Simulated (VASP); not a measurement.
# HfS2 (P-3m1) in VASP: further runs, part 2 of 2

VASP 6.6.1. The steps go on from the part before.

## Step 3: Relaxation of cell and atoms, PBE+D3(BJ)

INCAR

```
  PREC = Accurate
  ENCUT = 600
  EDIFF = 1E-6
  ISMEAR = 0
  SIGMA = 0.03
  LREAL = F
  LASPH = T
  NELM = 80
  ALGO = Normal
  ISIF = 3
  LWAVE = F
  LCHARG = F
  GGA = PE
  IVDW = 12
  IBRION = 2
  NSW = 90
  EDIFFG = -0.01
```

KPOINTS

```
regular mesh
0
Gamma
  9 9 5
```

POSCAR

```
HfS2
1.0
    3.6396641800      0.0000000000      0.0000000000
   -1.8198320900      3.1520416411      0.0000000000
    0.0000000000      0.0000000000      6.0555624700
Hf S
1 2
Direct
    0.0000000000      0.0000000000      0.0000000000
    0.6666666700      0.3333333300      0.7639520500
    0.3333333300      0.6666666700      0.2360479500
```

Potentials or basis: VASP PAW PBE potentials, release 64 (Hf_pv, S).

Launch:

```sh
$ cat potpaw_PBE.64/Hf_pv/POTCAR potpaw_PBE.64/S/POTCAR > POTCAR
$ mpirun -np 1 vasp_std > vasp.out
```

OUTCAR:

```text
PREC = Accurate
   ENCUT = 600
   EDIFF = 1E-6
   ISMEAR = 0
   LREAL = F
   LASPH = T
   NELM = 80
   ISIF = 3
   GGA = PE
   IVDW = 12
   IBRION = 2
   NSW = 90
   EDIFFG = -0.01
 IVDW          = 12

 ion  position               nearest neighbor table
   1  0.000  0.000  0.000-   2 2.54   3 2.54   3 2.54   2 2.54   2 2.54   3 2.54
   2  0.667  0.333  0.764-   1 2.54   1 2.54   1 2.54
   3  0.333  0.667  0.236-   1 2.54   1 2.54   1 2.54

  LATTYP: Found a hexagonal cell.
 ALAT       =     3.6396641800
 C/A-ratio  =     1.6637695596

  Lattice vectors:

 A1 = (   3.6396641800,   0.0000000000,   0.0000000000)
 A2 = (  -1.8198320900,   3.1520416411,   0.0000000000)
 A3 = (   0.0000000000,   0.0000000000,   6.0555624700)

Analysis of symmetry for initial positions (statically):
=====================================================================
 Subroutine PRICEL returns:
 Original cell was already a primitive cell.

 Routine SETGRP: Setting up the symmetry group for a
 hexagonal supercell.

 Subroutine GETGRP returns: Found 12 space group operations
 (whereof 12 operations were pure point group operations)
 out of a pool of 24 trial point group operations.

The static configuration has the point symmetry D_3d.

Analysis of symmetry for dynamics (positions and initial velocities):
=====================================================================
 Subroutine PRICEL returns:
 Original cell was already a primitive cell.

 Routine SETGRP: Setting up the symmetry group for a
 hexagonal supercell.

 Subroutine GETGRP returns: Found 12 space group operations
 (whereof 12 operations were pure point group operations)
 out of a pool of 24 trial point group operations.

The dynamic configuration has the point symmetry D_3d.

 Subroutine INISYM returns: Found 12 space group operations
 (whereof 12 operations are pure point group operations),
 and found     1 'primitive' translations

----------------------------------------------------------------------------------------

                                     Primitive cell

  volume of cell :      69.4717

  direct lattice vectors                    reciprocal lattice vectors
     3.639664180  0.000000000  0.000000000     0.274750623  0.158627346  0.000000000
    -1.819832090  3.152041641  0.000000000     0.000000000  0.317254692  0.000000000
     0.000000000  0.000000000  6.055562470     0.000000000  0.000000000  0.165137426

  length of vectors
     3.639664180  3.639664180  6.055562470     0.317254692  0.317254692  0.165137426

  position of ions in fractional coordinates (direct lattice)
     0.000000000  0.000000000  0.000000000
     0.666666670  0.333333330  0.763952050
     0.333333330  0.666666670  0.236047950

  ion indices of the primitive-cell ions
   primitive index   ion index
                 1           1
                 2           2
                 3           3

----------------------------------------------------------------------------------------

 KPOINTS: regular mesh

Automatic generation of k-mesh.
 Grid dimensions read from file:
 generate k-points for:    9    9    5

 Generating k-lattice:

  Cartesian coordinates                     Fractional coordinates (reciprocal lattice)
     0.030527847  0.017625261  0.000000000     0.111111111  0.000000000  0.000000000
     0.000000000  0.035250521  0.000000000     0.000000000  0.111111111  0.000000000
     0.000000000  0.000000000  0.033027485     0.000000000  0.000000000  0.200000000

  Length of vectors
     0.035250521  0.035250521  0.033027485

[... 51 lines left out ...]
   ENCUT  =  600.0 eV  44.10 Ry    6.64 a.u.   7.27  7.27 12.09*2*pi/ulx,y,z
   NELM   =     80;   NELMIN=  2; NELMDL= -5     # of ELM steps
   EDIFF  = 0.1E-05   stopping-criterion for ELM
   LREAL  =      F    real-space projection
   EDIFFG = -.1E-01   stopping-criterion for IOM
   NSW    =     90    number of steps for IOM
   IBRION =      2    ionic relax: 0-MD 1-quasi-New 2-CG
   NFREE  =      1    steps in history (QN), initial steepest desc. (CG)
   ISIF   =      3    stress and relaxation
   ISYM   =      2    0-nonsym 1-usesym 2-fastsym
   POTIM  = 0.5000    time-step for ionic-motion
   TEBEG  =    0.0;   TEEND  =   0.0 temperature during run
   PSTRESS=    0.0 pullay stress
   NELECT =      22.0000    total number of electrons
   NUPDOWN=      -1.0000    fix difference up-down
   EMIN   =  10.00;   EMAX   =-10.00  energy-range for DOS
   EFERMI =   0.00;   METHOD = LEGACY
   ISMEAR =     0;   SIGMA  =   0.03  broadening in eV -4-tet -1-fermi 0-gaus
   EFERMI_NEDOS =   21; number of points for ismear=-14 and -15
   IALGO  =     38    algorithm
   IMIX   =      4    mixing-type and parameters
     AMIX     =   0.40;   BMIX     =  1.00
     AMIX_MAG =   1.60;   BMIX_MAG =  1.00
  volume/ion in A,a.u.               =      23.16       156.27
  Fermi-wavevector in a.u.,A,eV,Ry     =   1.115869  2.108686 16.941474  1.245163
  Thomas-Fermi vector in A             =   2.252478
   LORBIT       =      0    0 simple, 1 ext, 2 COOP (PROOUT), +10 PAW based schemes
   GGA     = PE    functional components
   LHFCALC =     F    Hartree Fock is set to
   AEXX    =    0.0000 exact exchange contribution
   IVDW    =    12    specifies the selected vdW correction
   LEPSILON=     F    determine dielectric tensor
   LRPA    =     F    only Hartree local field effects (RPA)
 conjugate gradient relaxation of ions
 non-spin polarized calculation
 Gauss-broadening in eV      SIGMA  =   0.03
  energy-cutoff  :      600.00
  volume of cell :       69.47
 maximum number of plane-waves:      2346
 NGX is ok and might be reduce to    30
   NGX = 15   NGY = 15   NGZ = 25

--------------------------------------- Ionic step        1  -------------------------------------------

 number of electron      22.0000001 magnetization

 Free energy of the ion-electron system (eV)
  ---------------------------------------------------
  ext. energy  EPLUGINS =         0.00000000
  ---------------------------------------------------
  free energy    TOTEN  =       -22.91120183 eV

  energy without entropy =      -22.91120183  energy(sigma->0) =      -22.91120183

------------------------ aborting loop because EDIFF is reached ----------------------------------------

 Edisp (eV)   -0.94690

 E8    (eV) :    -0.4072
[... 108 lines left out ...]
  FREE ENERGIE OF THE ION-ELECTRON SYSTEM (eV)
  ---------------------------------------------------
  free  energy   TOTEN  =       -23.8645111382 eV

  energy  without entropy=      -23.8645111382  energy(sigma->0) =      -23.86451114

 E-fermi :   3.2462     XC(G=0):  -9.5448

 val. band max:        3.0935860943   @ k =   0.0000   0.0000   0.0000
 cond. band min:       4.1988892479   @ k =   0.0000   0.4444   0.4000
 fundamental gap:      1.1053031536
 Fermi energy:         3.2462248112

 k-point     1 :       0.0000    0.0000    0.0000
  band No.  band energies     occupation
      1     -27.5434      2.00000
      2     -27.4248      2.00000
      3     -27.4248      2.00000
      4      -9.9800      2.00000
      5      -8.3115      2.00000
      6      -1.6062      2.00000
      7       0.3973      2.00000
      8       0.3973      2.00000
      9       2.9861      2.00000
     10       3.0936      2.00000
     11       3.0936      2.00000
     12       5.1502      0.00000
     13       5.1502      0.00000
     14       5.7138      0.00000
[... 403 lines left out ...]
      4      -9.0853      2.00000
      5      -8.4349      2.00000
      6      -0.8200      2.00000
      7      -0.2053      2.00000
      8       0.2721      2.00000
      9       0.7231      2.00000
     10       1.6793      2.00000
     11       2.5644      2.00000
     12       5.0020      0.00000
     13       6.2342      0.00000
     14       7.2550      0.00000
     15       8.1744      0.00000

 [... further k-points ...]

[... ionic steps 4 to 10 ...]

--------------------------------------- Ionic step       11  -------------------------------------------

 number of electron      22.0000000 magnetization

------------------------ aborting loop because EDIFF is reached ----------------------------------------
[... 77 lines left out ...]
--------------------------------------- Ionic step       13  -------------------------------------------

 number of electron      22.0000001 magnetization

 Free energy of the ion-electron system (eV)
  ---------------------------------------------------
  ext. energy  EPLUGINS =         0.00000000
  ---------------------------------------------------
  free energy    TOTEN  =       -22.86051151 eV

  energy without entropy =      -22.86051151  energy(sigma->0) =      -22.86051151

 E-fermi :   3.9499     XC(G=0):  -9.8520

 val. band max:        3.7409451506   @ k =   0.0000   0.0000   0.0000
 cond. band min:       4.6481591861   @ k =   0.0000   0.4444   0.4000
 fundamental gap:      0.9072140355
 Fermi energy:         3.9499243624

 k-point     1 :       0.0000    0.0000    0.0000
  band No.  band energies     occupation
      1     -27.0702      2.00000
      2     -26.9523      2.00000
      3     -26.9523      2.00000
      4      -9.5873      2.00000
      5      -7.7684      2.00000
      6      -1.3312      2.00000
      7       0.8723      2.00000
      8       0.8723      2.00000
      9       3.5884      2.00000
     10       3.5884      2.00000
     11       3.7409      2.00000
     12       5.6357      0.00000
     13       5.6357      0.00000
     14       6.1761      0.00000
[... 449 lines left out ...]
  FREE ENERGIE OF THE ION-ELECTRON SYSTEM (eV)
  ---------------------------------------------------
  free  energy   TOTEN  =       -23.8878659491 eV

  energy  without entropy=      -23.8878659491  energy(sigma->0) =      -23.88786595

 reached required accuracy - stopping structural energy minimisation
```

OSZICAR:

```text
N       E                     dE             d eps       ncg     rms          rms(c)
DAV:   1     0.102955453138E+03    0.10296E+03   -0.11959E+04  1508   0.145E+03
DAV:   2    -0.184364283389E+02   -0.12139E+03   -0.11893E+03  1941   0.275E+02
DAV:   3    -0.246628873796E+02   -0.62265E+01   -0.62137E+01  2046   0.552E+01
[... 113 lines left out ...]
DAV:   1    -0.228610065733E+02    0.28495E-02   -0.77873E-02  1500   0.176E+00    0.282E-01
DAV:   2    -0.228607240850E+02    0.28249E-03   -0.42462E-03  1920   0.436E-01    0.185E-01
DAV:   3    -0.228605961521E+02    0.12793E-03   -0.12629E-04  1934   0.882E-02    0.105E-01
DAV:   4    -0.228605115531E+02    0.84599E-04   -0.20689E-04  1920   0.102E-01    0.347E-02
DAV:   5    -0.228605115129E+02    0.40269E-07   -0.89688E-06  2032   0.236E-02
  13 F= -.23887866E+02 E0= -.23887866E+02  d E =-.553751E-03
```

CONTCAR:

```text
HfS2
   1.00000000000000
     3.5968391996923952   -0.0000000000000000    0.0000000000000000
    -1.7984195998461976    3.1149541202379285    0.0000000000000000
    -0.0000000000000000   -0.0000000000000000    5.7700006271740065
  Hf              S
     1     2
Direct
     0.0000000000000000    0.0000000000000000    0.0000000000000000
     0.6666666699999979    0.3333333300000021    0.7478435765269257
     0.3333333300000021    0.6666666699999979    0.2521564234730744

  0.00000000E+00  0.00000000E+00  0.00000000E+00
  0.00000000E+00  0.00000000E+00  0.00000000E+00
  0.00000000E+00  0.00000000E+00  0.00000000E+00
```

Run time: 3.4 min. Hardware: 1 thread of Intel Xeon 6975P-C (Granite Rapids), shared host; peak memory 0.26 GiB.

Results:

```yaml
Free_energy: -23.8879 eV
Relaxed_volume: 21.55 Å³/atom
Relaxed_cell: a = 3.597 Å, b = 3.597 Å, c = 5.770 Å, α = 90.00°, β = 90.00°, γ = 120.00°
Space_group_after_relaxing_to_0.05_Å: P-3m1 (No. 164)
Energy_gained_by_relaxing: 9.9 meV/atom
Ionic_steps: 13
Pressure_after_relaxing: 0.0 GPa
Band_gap_on_the_k_mesh: 0.91 eV, indirect (least direct gap 1.85 eV)
Dispersion_energy_per_atom: -0.342 eV
```

The path:
| step | energy change (eV) | largest force (eV/Å) | pressure (GPa) | volume (Å³) |
| --- | --- | --- | --- | --- |
| 1 | 0.0000 | 0.1620 | -1.05 | 69.47 |
| 2 | -0.0063 | 0.3158 | 0.69 | 67.96 |
| 3 | -0.0064 | 0.2992 | 0.54 | 68.12 |
| 4 | -0.0120 | 0.1578 | 0.15 | 67.80 |
| 5 | -0.0134 | 0.0495 | -0.13 | 67.56 |
| 6 | -0.0167 | 0.0398 | -0.23 | 67.30 |
| 7 | -0.0244 | 0.0082 | -0.52 | 66.52 |
| 8 | -0.0259 | 0.0638 | -0.91 | 64.92 |
| 9 | -0.0279 | 0.0192 | -0.73 | 65.70 |
| 10 | -0.0287 | 0.1172 | 0.54 | 64.57 |
| 11 | -0.0292 | 0.0652 | 0.06 | 64.99 |
| 12 | -0.0296 | 0.0379 | 0.03 | 64.84 |
| 13 | -0.0298 | 0.0014 | 0.02 | 64.65 |

Final structure:
```
Hf S
1.0
     3.59684    0.00000    0.00000
    -1.79842    3.11495    0.00000
     0.00000    0.00000    5.77000
Hf S
1 2
Cartesian
  0.0000 0.0000 0.0000
  1.7984 1.0383 4.3151
  0.0000 2.0766 1.4549
```

Caveat: spin-orbit coupling is left out, which moves the levels of the heavy elements; an odd mesh through Γ misses points on the zone boundary, where band edges often lie.

## Step 4: Relaxation of cell and atoms, PBE+D3(BJ)

This run uses another cell than the first one, of 21.55 Å³/atom, 0.931 times its volume.

INCAR: that of step 3 with these lines changed.

```diff
@@ -2,3 +2,3 @@
   ENCUT = 600
-  EDIFF = 1E-6
+  EDIFF = 1E-7
   ISMEAR = 0
@@ -16,2 +16,2 @@
   NSW = 90
-  EDIFFG = -0.01
+  EDIFFG = -0.005
```

KPOINTS is that of step 3.

POSCAR

```
HfS2                                    
1.0
    3.5968391997     -0.0000000000      0.0000000000
   -1.7984195998      3.1149541202      0.0000000000
   -0.0000000000     -0.0000000000      5.7700006272
  Hf              S             
     1     2
Direct
     0.0000000000000000    0.0000000000000000    0.0000000000000000
     0.6666666699999979    0.3333333300000021    0.7478435765269257
     0.3333333300000021    0.6666666699999979    0.2521564234730744
```

Launch:

```sh
$ cat potpaw_PBE.64/Hf_pv/POTCAR potpaw_PBE.64/S/POTCAR > POTCAR
$ mpirun -np 1 vasp_std > vasp.out
```

Wall time 75 s (1 thread of Intel Xeon 6975P-C (Granite Rapids), shared host); peak memory 0.24 GiB.

Results (log left out):

- Free energy: -23.8876 eV
- Relaxed volume: 21.56 Å³/atom
- Relaxed cell: a = 3.599 Å, b = 3.599 Å, c = 5.765 Å, α = 90.00°, β = 90.00°, γ = 120.00°
- Space group after relaxing (to 0.05 Å): P-3m1 (No. 164)
- Energy gained by relaxing: 0.0 meV/atom
- Ionic steps: 4
- Pressure after relaxing: 0.0 GPa
- Largest force after relaxing: 0.003 eV/Å
- Band gap on the k mesh: 0.91 eV, indirect (least direct gap 1.86 eV)
- Dispersion energy per atom: -0.342 eV

Forces in eV/Å, atoms in the order of the input:
```
Hf   0.000  0.000  0.000
S    0.000  0.000 -0.003
S    0.000  0.000  0.003
```

Final structure:
```
Hf S
1.0
     3.59936    0.00000    0.00000
    -1.79968    3.11714    0.00000
     0.00000    0.00000    5.76533
Hf S
1 2
Direct
  0.00000 0.00000 0.00000
  0.66667 0.33333 0.74789
  0.33333 0.66667 0.25211
```

Levels at points of the mesh, in eV from the valence-band top:
| k point | band 7 | band 8 | band 9 | band 10 | band 11 | band 12 | band 13 | band 14 | band 15 |
| --- | --- | --- | --- | --- | --- | --- | --- | --- | --- |
| (0.00, 0.00, 0.00) | -2.88 | -2.88 | -0.16 | -0.16 | 0.00 | 1.89 | 1.89 | 2.44 | 5.22 |

Caveat: spin-orbit coupling is left out, which moves the levels of the heavy elements; an odd mesh through Γ misses points on the zone boundary, where band edges often lie.

## Step 5: Relaxation of shape and atoms at fixed volume, PBE+D3(BJ) (a relaxed cell with its volume scaled by 0.94)

INCAR: that of step 4 with these lines changed.

```diff
@@ -9,3 +9,3 @@
   ALGO = Normal
-  ISIF = 3
+  ISIF = 4
   LWAVE = F
@@ -15,3 +15,3 @@
   IBRION = 2
-  NSW = 90
-  EDIFFG = -0.005
+  NSW = 40
+  EDIFFG = -0.01
```

KPOINTS is that of step 4.

POSCAR

```
HfS2                                    
1.0
    3.5258846881      0.0000000000      0.0000000000
   -1.7629423440      3.0535057106      0.0000000000
    0.0000000000     -0.0000000000      5.6476354656
  Hf              S             
     1     2
Direct
     1.0000000000000000    0.0000000000000000    0.0000000000000000
     0.6666666699999979    0.3333333300000021    0.7478869574447561
     0.3333333300000021    0.6666666699999979    0.2521130425552440
```

Launch:

```sh
$ cat potpaw_PBE.64/Hf_pv/POTCAR potpaw_PBE.64/S/POTCAR > POTCAR
$ mpirun -np 1 vasp_std > vasp.out
```

Run time: 76 s. Hardware: 1 thread of Intel Xeon 6975P-C (Granite Rapids), shared host; peak memory 0.23 GiB.

Results (log left out):

- Free energy: -23.8581 eV
- Energy gained by relaxing: 18.2 meV/atom
- Ionic steps: 5
- Pressure after relaxing: 2.7 GPa
- Largest force after relaxing: 0.006 eV/Å
- Band gap on the k mesh: 0.58 eV, indirect (least direct gap 1.63 eV)
- Dispersion energy per atom: -0.367 eV

Forces in eV/Å, atoms in the order of the input:
```
Hf   0.000  0.000  0.000
S    0.000  0.000  0.006
S    0.000  0.000 -0.006
```

The path:
```
step  energy change (eV)  largest force (eV/Å)  pressure (GPa)
   1              0.0000                0.8257            7.28
   2             -0.0444                0.2579            4.39
   3             -0.0503                0.0394            2.93
   4             -0.0542                0.0151            2.74
   5             -0.0546                0.0062            2.66
```

Final structure:
```
Hf S
1.0
     3.55776    0.00000    0.00000
    -1.77888    3.08111    0.00000
     0.00000    0.00000    5.54688
Hf S
1 2
Direct
  0.00000 0.00000 0.00000
  0.66667 0.33333 0.73653
  0.33333 0.66667 0.26347
```

Levels at points of the mesh, in eV from the valence-band top:
| k point | band 8 | band 9 | band 10 | band 11 | band 12 | band 13 | band 14 | band 15 |
| --- | --- | --- | --- | --- | --- | --- | --- | --- |
| (0.00, 0.00, 0.00) | -3.15 | -0.34 | -0.34 | 0.00 | 1.68 | 1.68 | 2.16 | 4.86 |

Caveat: spin-orbit coupling is left out, which moves the levels of the heavy elements; an odd mesh through Γ misses points on the zone boundary, where band edges often lie.

## Step 6: Relaxation of shape and atoms at fixed volume, PBE+D3(BJ) (a relaxed cell with its volume scaled by 0.96)

INCAR is that of step 5.

KPOINTS is that of step 5.

POSCAR

```
HfS2                                    
1.0
    3.5507156801      0.0000000000      0.0000000000
   -1.7753578400      3.0750099805      0.0000000000
    0.0000000000     -0.0000000000      5.6874088567
  Hf              S             
     1     2
Direct
     1.0000000000000000    0.0000000000000000    0.0000000000000000
     0.6666666699999979    0.3333333300000021    0.7478869574447561
     0.3333333300000021    0.6666666699999979    0.2521130425552440
```

Potentials or basis: VASP PAW PBE potentials, release 64 (Hf_pv, S).

Launch:

```sh
$ cat potpaw_PBE.64/Hf_pv/POTCAR potpaw_PBE.64/S/POTCAR > POTCAR
$ mpirun -np 1 vasp_std > vasp.out
```

Run time: 78 s. Hardware: 1 thread of Intel Xeon 6975P-C (Granite Rapids), shared host; peak memory 0.23 GiB.

Results (log left out):

- Free energy: -23.8754 eV
- Energy gained by relaxing: 8.0 meV/atom
- Ionic steps: 5
- Pressure after relaxing: 1.6 GPa
- Largest force after relaxing: 0.004 eV/Å
- Band gap on the k mesh: 0.69 eV, indirect (least direct gap 1.71 eV)
- Dispersion energy per atom: -0.358 eV

Forces in eV/Å, atoms in the order of the input:
```
Hf   0.000  0.000  0.000
S    0.000  0.000  0.004
S    0.000  0.000 -0.004
```

Step by step:
| step | energy change (eV) | largest force (eV/Å) | pressure (GPa) |
| --- | --- | --- | --- |
| 1 | 0.0000 | 0.5313 | 4.61 |
| 2 | -0.0188 | 0.1813 | 2.84 |
| 3 | -0.0218 | 0.0270 | 1.81 |
| 4 | -0.0238 | 0.0111 | 1.66 |
| 5 | -0.0240 | 0.0043 | 1.58 |

Final structure:
```
Hf S
1.0
     3.57363    0.00000    0.00000
    -1.78681    3.09485    0.00000
     0.00000    0.00000    5.61472
Hf S
1 2
Direct
  0.00000 0.00000 0.00000
  0.66667 0.33333 0.74022
  0.33333 0.66667 0.25978
```

Levels at points of the mesh, in eV from the valence-band top:
| k point | band 9 | band 10 | band 11 | band 12 | band 13 | band 14 |
| --- | --- | --- | --- | --- | --- | --- |
| (0.00, 0.00, 0.00) | -0.29 | -0.29 | 0.00 | 1.75 | 1.75 | 2.25 |

Caveat: spin-orbit coupling is left out, which moves the levels of the heavy elements; an odd mesh through Γ misses points on the zone boundary, where band edges often lie.

## Step 7: The runs side by side

| task | cell | gap on the mesh (eV) | pressure (GPa) |
| --- | --- | --- | --- |
| relaxation of cell and atoms | relaxed | 0.91 | 0.0 |
| relaxation of shape and atoms at fixed volume | atoms relaxed at fixed volume from: a relaxed cell with its volume scaled by 0.94 | 0.58 | 2.7 |
| relaxation of shape and atoms at fixed volume | atoms relaxed at fixed volume from: a relaxed cell with its volume scaled by 0.96 | 0.69 | 1.6 |

Alike in all rows: level PBE+D3(BJ); potentials or basis VASP PAW PBE potentials, release 64 (Hf_pv, S); no spin polarisation; k mesh 9 × 9 × 5; cutoff (eV) 600; smearing gaussian 0.03 eV.

Caveats: spin-orbit coupling is left out, which moves the levels of the heavy elements; an odd mesh through Γ misses points on the zone boundary, where band edges often lie.

Total energies depend on the potentials used, so only differences within one code and one set of settings carry meaning.
